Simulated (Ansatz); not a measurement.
Runs of Ansatz 0.2.0 on ZrC. Symmetry: Fm-3m, No. 225, cubic system. Conventional cell: a = 4.730 Å, b = 4.730 Å, c = 4.730 Å, α = 90.00°, β = 90.00°, γ = 90.00°. Around Zr (site symmetry m-3m) lie 6 C at 2.37 Å. Around C (site symmetry m-3m) lie 6 Zr at 2.37 Å. 

| task | level | cell | k mesh | cutoff (eV) | smearing | points for each segment of the path | mesh quality | gap on the mesh (eV) | pressure (GPa) | relaxed volume (Å³/atom) |
| --- | --- | --- | --- | --- | --- | --- | --- | --- | --- | --- |
| single point | PBE | as given | 10 × 10 × 10 | 420 | gaussian 0.027 eV | - | not flagged | - | -3.0 | - |
| band structure | r2SCAN | as given | 10 × 10 × 10 | 500 | fermi-dirac 0.05 eV | 14 | not flagged | none | (a) | - |
| relaxation of cell and atoms | BLYP+D4 | relaxed | 10 × 10 × 10 | 420 | fermi-dirac 0.05 eV | - | not flagged | none | 0.0 | 13.10 |
| relaxation of cell and atoms | PBEsol+D4 | relaxed | 10 × 10 × 10 | 420 | fermi-dirac 0.05 eV | - | not flagged | - | 0.0 | 12.62 |

Alike in all rows: potentials or basis Ansatz PAW; no spin polarisation.

**Question.** Estimate the missing entries.

**Answer.** (a) -2.6.

Caveats: the PAW data sets come from PBE, with cores solved anew for the run's functional, which leaves a small shift of forces and pressure (some runs); the plane-wave basis is chosen anew once the cell has moved, so the energies of steps on either side of that aren't comparable (some runs); the potentials were made for another functional, which shifts forces and pressure (some runs); pairwise dispersion overbinds metals, which lowers pressure and volume (some runs).

A k mesh can miss the band edges, and the runs leave out spin-orbit coupling on Zr.

A gap of «none» marks a metal or a gap under the smearing width.

Not every run made on this cell is shown here.
